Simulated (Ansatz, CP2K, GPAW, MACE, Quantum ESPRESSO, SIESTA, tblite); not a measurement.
**A faulty GPAW run on generalised stacking fault on (110) of a KCl-RbCl solid solution (80 atoms)**

Program: GPAW 26.7.0, a calculation on a cell of 13 Rb, 40 Cl and 27 K, 24.8 Å³ an atom.

run.py

```python
import numpy as np
from ase.io import read
from gpaw import GPAW, FermiDirac

atoms = read("structure.xyz")
atoms.calc = GPAW(
    mode="lcao",
    basis="dzp",
    h=0.45,
    xc="PBE",
    kpts={"size": (1, 1, 1), "gamma": True},
    occupations=FermiDirac(0.05),
    maxiter=60,
    symmetry={"point_group": False},
    txt="gpaw.txt",
)
energy = atoms.get_potential_energy(force_consistent=True)
forces = atoms.get_forces()
print(f"energy {energy:.6f} eV")
print("forces (eV/A)")
for i, (a, f) in enumerate(zip(atoms, forces)):
    print(f"{i:4d} {a.symbol:2s} {f[0]:10.5f} {f[1]:10.5f} {f[2]:10.5f}")
print(f"Fermi level {atoms.calc.get_fermi_level():.4f} eV")
for k in range(len(atoms.calc.get_ibz_k_points())):
    for s in range(atoms.calc.get_number_of_spins()):
        e = atoms.calc.get_eigenvalues(kpt=k, spin=s)
        n = np.searchsorted(e, atoms.calc.get_fermi_level())
        print(f"k {k} spin {s} levels about the Fermi level:", np.round(e[max(n - 6, 0):n], 4).tolist(), "|", np.round(e[n:n + 6], 4).tolist())
```

structure.xyz

```xyz
80
Lattice="7.33940 0.00000 0.00000 0.00000 10.37948 0.00000 3.36387 0.00000 26.04870" Properties=species:S:1:pos:R:3 pbc="T T T"
Rb 7.32250 0.02543 25.91611
Cl 1.84301 10.36910 2.59341
K 3.67618 0.00270 25.96587
Cl 5.52785 10.36381 2.62597
K 7.31918 5.18860 25.90856
Cl 1.85726 5.19991 2.57934
K 3.67137 5.19275 25.90074
Cl 5.54156 5.16109 2.60200
K 7.34536 2.61822 2.55876
Cl 1.85132 2.56913 5.15452
[... 66 atom lines left out ...]
K 7.34904 7.77361 23.32765
Cl 9.17374 7.80900 25.96456
Rb 3.70907 7.77984 23.33338
Cl 5.51391 7.81077 25.93930
```

Started as:

```
OMP_NUM_THREADS=1 python run.py > output.txt
```

Output:

```text
energy 42.079597 eV
forces (eV/A)
   0 Rb   -0.09684    0.02403   -0.14699
   1 Cl  -10.99862   -3.94293   28.21873
   2 K     2.67452   -0.06952    2.66656
   3 Cl  -16.76964   -5.68289   33.71748
   4 K     2.57033    0.08821    2.96667
   5 Cl  -19.70417    3.87426   20.31298
   6 K     2.72420    0.02265    2.81620
   7 Cl  -23.62070   -9.20815   33.68652
   8 K    -2.70530   -0.48813    0.36337
   9 Cl   22.17206   -8.47756   28.85761
  10 Rb    0.41591   -0.00944   -0.19610
  11 Cl   22.60455    1.88615   23.00894
  12 K     0.71662   -0.60989   -2.20254
  13 Cl  -18.24577    0.00926   21.04914
  14 Rb    0.06455   -0.06852    0.20350
  15 Cl  -21.79350   -7.54984    5.74345
  16 K    -2.77664    0.57062    2.55170
  17 Cl   -5.54070   -3.47499   34.84964
  18 K    -2.74319    0.14370    2.34789
  19 Cl   23.23071    6.10888   33.82253
  20 K     1.68714   -0.48285   -2.71845
  21 Cl  -19.29668   -4.29655    9.63741
  22 K     0.44278    0.55657   -1.79709
  23 Cl  -24.66641    2.51448  -13.63914
[...]
72 K    -2.34250    0.21405   -2.86525
  73 Cl    0.53822    9.04698  -19.45009
  74 K    -1.40075   -0.05118   -2.80709
  75 Cl   20.68722    3.98428  -17.97090
  76 K    -0.76462    0.26209   -2.39853
  77 Cl   16.73369    8.08513  -31.18487
  78 Rb   -0.21644    0.11829    0.33359
  79 Cl    8.79367    8.50142  -10.08560
Fermi level 4.7677 eV
k 0 spin 0 levels about the Fermi level: [2.246, 2.2989, 2.3162, 2.3176, 2.345, 2.3645] | [7.8036, 8.3246, 8.3848, 9.0624, 9.0789, 9.1536]
```

gpaw.txt:

```text
Input parameters:
  mode=LCAO(),
  basis={'default': 'dzp'},
  h=0.45,
  kpts=MonkhorstPack(size=(1, 1, 1), gamma=True),
  maxiter=60,
  occupations=Occupations(name='fermi-dirac', width=0.05, fixmagmom=False),
  symmetry=Symmetry(point_group=False),
  xc=XC(name='PBE')
Unit cell  # Å
| periodic |        x |         y |         z |   lengths |    angles |
|----------|----------|-----------|-----------|-----------|-----------|
|      yes | 7.339400 |  0.000000 |  0.000000 |  7.339400 | 90.000000 |
[... lines left out ...]
  Fermi-Dirac:
[... lines left out ...]
convergence criteria:
- Maximum [total energy] change in last 3 cyles: 0.0005 eV / valence electron
[... lines left out ...]
Converged in 7 steps
SCF loop duration: 44.812 s (6.402 s/step)
Energy contributions relative to reference atoms: (reference = -1998862.394227)
Energy contributions:
  Kinetic:         503.607991
  Coulomb:        -309.962761
  Zero:            165.108188
  External:          0.000000
  Xc:             -316.673821
  Entropy:          -0.000000
  Spinorbit:         0.000000
  ----------------------------
  Free energy:      42.079597
  Extrapolated:     42.079597
dipole moment: (77.562445, 156.507868, 657.911991)  # |e|*Ang
Fermi level: 4.768
Eigenvalues  # (at kpt = [0.000, 0.000, 0.000])
| band index |      eig [eV] | occ [0-2] |
|------------|---------------|-----------|
|          0 |       -26.098 |     2.000 |
|        ... |               |           |
|        312 |         2.219 |     2.000 |
|        313 |         2.234 |     2.000 |
[...]
|        327 |         9.437 |     0.000 |
|        ... |               |           |
|        359 |        11.344 |     0.000 |
Gap: 5.439 eV
Transition (v -> c):
  (s=0, k=0, n=319, [0.00, 0.00, 0.00]) -> (s=0, k=0, n=320, [0.00, 0.00, 0.00])
No difference between direct/indirect transitions
Force computation time: 16.192  # s
timing:  # [seconds]
  Total:  70.322  # ━━━━━━━━━━━━━━━━━━━━━━━━━━━━━━━━━━━━━━━━━━━━━━━━━━━━━━━━━
  Init:    9.288  # ━━━━━━━╸
  SCF:    44.812  # ━━━━━━━━━━━━━━━━━━━━━━━━━━━━━━━━━━━━╸
  Forces: 16.192  # ━━━━━━━━━━━━━
```

Run time: 71 s. Hardware: 1 thread of Arm Neoverse V2, shared host; peak memory 0.55 GiB.

Banners, paths, timers and routine set-up lines are dropped from the logs unmarked, and long logs keep their key lines alone; longer cuts are marked.

Against a plane-wave PBE reference and this program's sound run:

- r.m.s. difference of force components: 13230 meV/Å
- longest difference of force vectors: 43640 meV/Å
- force difference over r.m.s. force: 11750 %
- slope of forces against the reference's: -18.03
- energy less the same-level run's: 3465 meV/atom
- r.m.s. force difference from the same-level run: 13230 meV/Å

Why should this run not be trusted?

A grid far too coarse: grid spacing 0.45 Å. The sound run has grid spacing 0.2 Å.

The run converged all the same, so the exit status doesn't show the fault.

[Also dropped from logs without a mark: logging warnings of Python, and SIESTA's first energy breakdown and zero terms.]

[Logs are printed without paths, hosts, clocks, repeated set-up lines and the standing remarks that a program may print on its own settings, such as how far it seeks lower states.]

[Hosts, paths, dates, database ids (printed as entryN), source tags and the programs' standing remarks are cut or masked in the printed files.]
